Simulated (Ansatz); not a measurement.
## Sc: all-electron results

```
Sc
1.0
     0.00000    2.30972    2.30972
     2.30972    0.00000    2.30972
     2.30972    2.30972    0.00000
Sc
1
Direct
  0.00000 0.00000 0.00000
```

The structure comes from a relaxation in the same program, started in the fcc type, and has space group Fm-3m. Whether it is a known phase or the ground state wasn't checked.

Spin polarisation is left out, and whether a magnetic state lies lower isn't shown here.

Method: DFT, PBE, all-electron LAPW, scalar-relativistic in Ansatz 0.2.0.

Sampling and basis: a Γ-centred 13×13×13 k mesh, Fermi–Dirac smearing of 0.03 eV, basis error target 0.25 meV/atom, no spin polarisation.

```
Band gap                                          : none: with an odd electron count and no spin polarisation the bands can't all be full, a metal in this set-up (spin order or a larger cell could open a gap)
Density of states at the Fermi level (0.2 eV bin) : 2.09 states/eV per cell
Volume per atom                                   : 166.3 bohr³
Pressure at this cell                             : 0.00 GPa
```
